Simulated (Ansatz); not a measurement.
# Decaying states in the gap of GaO, part 3 of 4

Wanted: the relaxed cell of GaO, its band edges and its decay constants. It is built by putting O for S in the GaS structure of space group R-3m, with the volume rescaled by atomic radii. The parent structure comes from the Materials Project.

Ansatz 0.2.0; r2SCAN DFT, plane waves, PAW files (the session's first sound run).

So far, gap on the k-mesh (eV): step 3 (band edges) 1.48; step 4 (complex bands, plane (110), k-mesh 14×14×14) 1.48.

The structure was built from a prototype and need not be the compound's stable phase.

## (5) Complex bands, plane (101), k-mesh 10×10×10

Level of this step: r2SCAN DFT, plane waves, PAW files; complex bands by layer matching along the plane's normal (Ansatz).

The same for the (101) plane, at (0, 0), (0, -0.5) and (-0.026, 0.4583), to see how the decay depends on direction.

The input, input.yaml:

```yaml
crystal:
  lattice:
    - [3.081298065, 0.0, 0.0]
    - [1.540649033, 6.395296461, 0.0]
    - [1.540649033, -0.37114768, 2.64254569]
  atoms:
    - { symbol: Ga, position: [0.1306326428, 0.8040510358, 0.9346836786] }
    - { symbol: Ga, position: [0.8693673572, 0.1959489642, 0.0653163214] }
    - { symbol: O, position: [0.5374293938, 0.6938559093, 0.2312853031] }
    - { symbol: O, position: [0.4625706062, 0.3061440907, 0.7687146969] }
kpoints:
  mp_grid: { grid: [10, 10, 10] }
scf:
  occupations: { method: fixed }
hamiltonian:
  xc: r2scan
output:
  eigenvalues: true
  transmission:
    leads: [[0, 0]]
    kpoints: [[0.0, 0.0], [0.0, -0.5], [-0.026, 0.4583]]
    e_range: [-1.0, 2.48]
    de: 0.09
```

Started as:

```console
$ ansatz run input.yaml --threads 2 --pin off --max-ram 4096MiB --backend cpu --events-out ev --progress --plain --runs-dir out
```

Numbers of over 12 decimals in the logs are rounded to 6 here.

What it wrote:

```text
[...]
Crystal: 4 atoms, lattice volume = 52.074 Å³
Basis set: ecut = 500 eV, 1337 PW (Γ), exchange–correlation on 96×192×96 points (64 copies of the dense FFT grid, shifted against one another)
Bands: 23, of which v1, the nominal top of the filled ones, is band 19 counted from 1 (18 counted from 0)
Symmetry: 12 space group operations
[...]
k-points: 116 of 1000
[...]
SCF iter   1: F=—  HF=-8718.849153 eV  |F-HF|=—  |Δ(HF+E_count)|=         —  Δρ=1.27e-2  dr2=5.01e-2  dr2_τ=1.05e-1  ethr=1.77e-3  ⟨swp⟩=4.7  Hψ=9874  notcnv=0  defer=228
[...]
SCF iter   8: F=-8718.900405 eV  HF=-8718.900405 eV  |F-HF|=2.00e-11  |Δ(HF+E_count)|=   9.18e-9  Δρ=2.82e-6  dr2=2.05e-9  dr2_τ=1.07e-10  ethr=2.63e-10  ⟨swp⟩=2.8  Hψ=5528  notcnv=0
SCF 1 converged in 8 iterations: F = -8718.900405 eV  dr2 = 2.05e-9
[...]
transmission: 4 of 12 steps passed
transmission: 8 of 12 steps passed
transmission: 12 of 12 steps passed
SCF converged after 8 iterations
Free energy (F): -8718.900405 eV
[...]
Internal energy: -8718.900405 eV  (E = F + TS)
E sigma→0 (E₀):  -8718.900405 eV
Fermi energy:    7.444198 eV
[...]
--- Band table (eV; the first three rows and the last of 116) ---
  k-point 0: bands = [... 15 lower, 4.9316, 5.0283, 5.0283, 5.8983, 10.1333, 12.4682, 17.7882, 18.3187]
  k-point 1: bands = [... 15 lower, 4.8131, 4.8222, 4.9179, 6.3268, 10.5480, 12.8322, 17.0680, 17.8378]
  k-point 2: bands = [... 15 lower, 4.5170, 4.6317, 4.7877, 6.8195, 11.4199, 13.4843, 15.1835, 17.6426]
  k-point 115: bands = [... 15 lower, 2.3385, 4.5616, 4.6615, 7.1368, 12.0445, 12.6148, 14.6989, 17.1321]
--- Transmission ---
  basis      : 203 plane waves across, 4 finite elements along
  points     : 3, as listed
[...]
crystal 0  : O2Ga2, at the sites [0, 0], period 2.6425 Å: whole cells are its period
[...]
channels       : 0.000000e0 a spin
[...]
slowest decay  : 0.2099 /Å at (0.0000, -0.5000)
```

Run time: 33 s. Hardware: 2 threads of Arm Neoverse V2, shared host; peak memory 0.64 GiB.

This step gave:

| Property | Result |
| --- | --- |
| Fermi energy | 7.444 eV |
| gap on the k-mesh | 1.482 eV |
| level to which the leads are filled | 0.7409 eV from the Fermi level |
| decay constant at the filling level, zone centre | 0.3720 Å⁻¹ |
| decay constant at the filling level, slowest listed point | 0.2099 Å⁻¹ |

K parallel (0, 0); values up to 1.5 1/Å, a degenerate pair printed once or twice; energies at which all values exceed this have no row. The Im kz of the slowest decaying states by energy, zero at the highest filled level on the SCF mesh:

```
energy (eV)  decay 1 (Å⁻¹)  decay 2 (Å⁻¹)  decay 3 (Å⁻¹)  decay 4 (Å⁻¹)
      -1.00          0.360          0.487          0.685          0.714
      -0.82          0.368          0.452          0.690          0.712
      -0.64          0.375          0.418          0.668          0.736
      -0.46          0.376          0.379          0.649          0.758
      -0.28          0.307          0.383          0.632          0.778
      -0.10          0.182          0.384          0.619          0.796
      -0.01          0.270          0.384          0.613          0.804
       0.17          0.357          0.384          0.602          0.819
       0.35          0.381          0.411          0.593          0.833
       0.53          0.378          0.450          0.585          0.846
       0.71          0.372          0.481          0.577          0.858
       0.89          0.365          0.505          0.570          0.869
       1.07          0.355          0.526          0.563          0.878
       1.25          0.344          0.542          0.556          0.887
       1.43          0.330          0.548          0.556          0.895
       1.52          0.322          0.544          0.562          0.899
       1.70          0.304          0.536          0.572          0.906
       1.88          0.282          0.528          0.529          0.630
       2.06          0.254          0.460          0.519          0.711
       2.24          0.220          0.416          0.509          0.761
       2.42          0.175          0.379          0.498          0.801
```

K parallel (0, -0.5); values up to 1.5 1/Å, a degenerate pair printed once or twice; energies at which all values exceed this have no row. Table of Im kz of the slowest decaying states by energy, zero at the highest filled level on the SCF mesh:

```
energy (eV)  decay 1 (Å⁻¹)  decay 2 (Å⁻¹)  decay 3 (Å⁻¹)  decay 4 (Å⁻¹)
      -1.00          0.257          0.263          0.365          0.518
      -0.73          0.151          0.266          0.376          0.517
      -0.55          0.270          0.377          0.512          0.749
      -0.28          0.275          0.359          0.498          0.779
      -0.01          0.225          0.481          0.805           1.21
       0.26          0.239          0.460          0.515          0.828
       0.44          0.231          0.446          0.646          0.841
       0.71          0.210          0.424          0.546          0.859
       0.98          0.177          0.401          0.518          0.875
       1.16          0.146          0.385          0.509          0.884
       1.43         0.0609          0.357          0.499          0.896
       1.70          0.327          0.490          0.907           1.04
       1.97          0.292          0.481          0.916           1.02
       2.15          0.265          0.475          0.921           1.01
       2.42          0.217          0.464          0.927          0.999
```

K parallel (0, -0.5). Table of Re kz of states that move upwards, channel 1 by energy, zero at the highest filled level on the SCF mesh:

```
energy (eV)  Re kz of states that move upwards, channel 1 (Å⁻¹)
      -1.00                                                   -
      -0.82                                                   -
      -0.64                                                1.15
      -0.55                                               -1.08
      -0.37                                              -0.914
      -0.19                                              -0.726
      -0.01                                              -0.316
       0.17                                                   -
       0.26                                                   -
       0.44                                                   -
       0.62                                                   -
       0.80                                                   -
       0.98                                                   -
       1.16                                                   -
       1.25                                                   -
       1.43                                                   -
       1.61                                              0.0298
       1.79                                              0.0880
       1.97                                               0.133
       2.06                                               0.154
       2.24                                               0.192
       2.42                                               0.228
```

K parallel (-0.026, 0.4583); values up to 1.5 1/Å, a degenerate pair printed once or twice; energies at which all values exceed this have no row. Table of Im kz of the slowest decaying states by energy, zero at the highest filled level on the SCF mesh:

```
energy (eV)  decay 1 (Å⁻¹)  decay 2 (Å⁻¹)  decay 3 (Å⁻¹)  decay 4 (Å⁻¹)
      -1.00          0.262          0.264          0.370          0.522
      -0.82          0.207          0.268          0.378          0.522
      -0.64         0.0368          0.272          0.382          0.517
      -0.46          0.274          0.380          0.509          0.753
      -0.28          0.275          0.365          0.498          0.773
      -0.10          0.255          0.325          0.486          0.791
      -0.01          0.257          0.295          0.479          0.799
       0.17          0.256          0.408          0.466          0.477
       0.35          0.247          0.453          0.563          0.601
       0.53          0.236          0.439          0.624          0.758
       0.71          0.220          0.425          0.553          0.851
       0.89          0.201          0.410          0.530          0.862
       1.07          0.175          0.394          0.518          0.872
       1.25          0.141          0.378          0.510          0.881
       1.43         0.0873          0.360          0.504          0.889
       1.52         0.0320          0.350          0.501          0.893
       1.70          0.330          0.495          0.900          0.903
       1.88          0.308          0.489          0.906          0.909
       2.06          0.283          0.483          0.912          0.915
       2.24          0.255          0.476          0.917          0.920
       2.42          0.222          0.468          0.922          0.924
```

At the listed wavevectors the last open channel is at -0.01 eV and the next at +1.52 eV on the grid. At +0.71 eV, the grid energy nearest the filling level (the middle of the gap on the SCF mesh), the slowest state at the listed wavevectors decays with κ = 0.210 Å⁻¹, its amplitude falling by e over 4.8 Å; the first such run, plane (110), gave 0.208 Å⁻¹.

## (6) Band edges at another level, cutoff 1290 eV

This step: r2SCAN DFT, plane waves, norm-conserving files (Ansatz 0.2.0).

The edges again with norm-conserving files, at the same atoms. Against that run the cutoff is 1290 eV against 500.

The input, input.yaml:

```yaml
crystal:
  lattice:
    - [1.5406490326, 0.8894941337, 6.3331364274]
    - [-1.5406490326, 0.8894941337, 6.3331364274]
    - [0.0, -1.7789882674, 6.3331364274]
  atoms:
    - { symbol: Ga, position: [0.9346836786, 0.9346836786, 0.9346836786] }
    - { symbol: Ga, position: [0.0653163214, 0.0653163214, 0.0653163214] }
    - { symbol: O, position: [0.2312853031, 0.2312853031, 0.2312853031] }
    - { symbol: O, position: [0.7687146969, 0.7687146969, 0.7687146969] }
kpoints:
  mp_grid: { grid: [8, 8, 8] }
  band_path: { path: [VBM, CBM], npoints: 30 }
scf:
  occupations: { method: fixed }
hamiltonian:
  xc: r2scan
  pseudopotentials: { kind: nc }
output:
  eigenvalues: true
```

What it wrote:

```text
[...]
Crystal: 4 atoms, lattice volume = 52.074 Å³
Basis set: ecut = 1290 eV, 5431 PW (Γ), FFT grids on a1−a3, a2−a3, a3
Bands: 23, of which v1, the nominal top of the filled ones, is band 19 counted from 1 (18 counted from 0)
Symmetry: 12 space group operations
[...]
k-points: 65 of 512
[...]
SCF iter   1: F=—  HF=-4854.283942 eV  |F-HF|=—  |Δ(HF+E_count)|=         —  Δρ=8.97e-2  dr2=6.58e0  dr2_τ=4.95e0  ethr=3.10e-3  ⟨swp⟩=8.4  Hψ=8622  notcnv=0  defer=126
[...]
SCF iter   8: F=-4852.757921 eV  HF=-4852.757921 eV  |F-HF|=2.58e-9  |Δ(HF+E_count)|=   3.34e-7  Δρ=1.19e-5  dr2=4.09e-8  dr2_τ=4.82e-8  ethr=2.63e-10  ⟨swp⟩=16.4  Hψ=13847  notcnv=0
SCF 1 converged in 8 iterations: F = -4852.757921 eV  dr2 = 4.09e-8
[...]
SCF converged after 8 iterations
Free energy (F): -4852.757921 eV
[...]
Internal energy: -4852.757921 eV  (E = F + TS)
E sigma→0 (E₀):  -4852.757921 eV
Fermi energy:    8.077938 eV
[...]
--- Band table (eV; the first three rows and the last of 65) ---
  k-point 0: bands = [... 15 lower, 5.5473, 5.6440, 5.6440, 6.5172, 10.7560, 13.1195, 18.4299, 18.9402]
  k-point 1: bands = [... 15 lower, 5.3678, 5.4392, 5.4756, 7.0807, 11.3681, 13.6565, 17.1902, 18.4809]
  k-point 2: bands = [... 15 lower, 4.9607, 5.0759, 5.4417, 7.6333, 12.4884, 13.9116, 15.4199, 17.9449]
  k-point 64: bands = [... 15 lower, 5.5146, 5.6758, 5.6758, 8.0779, 9.5530, 13.4249, 17.9644, 19.1232]
```

Wall time 34 s (2 threads); peak memory 0.59 GiB; 67 s of CPU time.

Numbers from this step:

```yaml
free_energy: -4852.7579 eV
fermi_energy: 8.078 eV
gap_on_the_k_mesh: 1.475 eV
gap_on_path: 1.469 eV, by band count; negative where bands overlap
direct_gap_on_path: 1.475 eV
edge_places_on_path: 0, 2.272 1/A along the path
```

The electronic bands at the labelled points (eV, zero at the Fermi level (highest filled level under fixed occupations); v1 is the highest filled band, c1 the lowest empty one):

```
  point     v4     v3     v2     v1    c1    c2    c3
    VBM  -2.87  -2.65  -2.49   0.01  2.00  5.73  9.83
halfway  -3.63  -3.56  -3.02  -0.17  3.58  5.90  6.42
    CBM  -2.56  -2.40  -2.40   0.00  1.48  5.35  9.89
```

The electronic bands as a text plot (rows in eV, shown from -7.3 to 6.3 only; labels by their first letter):

```
    6.0 |+++++     ++         ++++++++++       ++        +++
    5.4 |            ++  +++++          ++++ ++             +++++
    4.8 |              ++                   +++
    4.3 |          ++++  ++++           ++++   ++++
    3.7 |       +++          +++++++++++           ++
    3.1 |     ++                                     ++
    2.6 | ++++                                         +++
    2.0 |+                                                ++++
    1.4 |                                                     +++
    0.9 |
    0.3 |
   -0.3 |********************************************************
   -0.8 |
   -1.4 |
   -2.0 |
   -2.5 |*******                                     ************
   -3.1 |***************************************************
   -3.7 |   *******    **********************          **
   -4.2 |********************           *************************
   -4.8 |        **                              ****
   -5.3 |          ****                        **
   -5.9 |              **                   ***
   -6.5 | ********************          **** *************
   -7.0 |*               ********************             *******
         V                                                      C
```

The searched edges give 1.47 eV, against 1.48 eV on the mesh.

[end of part 3 of 4]

[Logs are printed without paths, hosts, clocks, repeated set-up lines and the standing remarks that a program may print on its own settings, such as how far it seeks lower states.]

[Hosts, paths, dates, database ids (printed as entryN), source tags and the programs' standing remarks are cut or masked in the printed files.]
